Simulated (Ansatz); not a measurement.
# TlBr: the volume at rest

TlBr in the CsCl structure, starting from this typed cell of 33.22 Å³ an atom.

```xyz
2
Lattice="4.0500 0.0000 0.0000 0.0000 4.0500 0.0000 0.0000 0.0000 4.0500" Properties=species:S:1:pos:R:3 pbc="T T T"
Tl    0.0000    0.0000    0.0000
Br    2.0250    2.0250    2.0250
```

Computed with Ansatz (plane-wave DFT, scalar-relativistic): k mesh 4×4×4; fixed occupations; no spin. Cell and atoms are relaxed to zero stress with the symmetry kept and no dispersion correction.

Caveats: coarse k mesh.

**Question.** What volume results under PBE, and how much do the potentials matter?

**Answer.** 
| functional | potentials | cutoff (eV) | volume (Å³/atom) | change (%) |
| --- | --- | --- | --- | --- |
| PBE | all-electron PAW datasets (no frozen core) | 260 | 33.45 | 0.7 |
| PBE | Ansatz hand-made PAW | 680 | 33.45 | 0.7 |
| PBE | PseudoDojo norm-conserving | 820 | 33.36 | 0.4 |
| PBE | Ansatz norm-conserving | 820 | 33.45 | 0.7 |
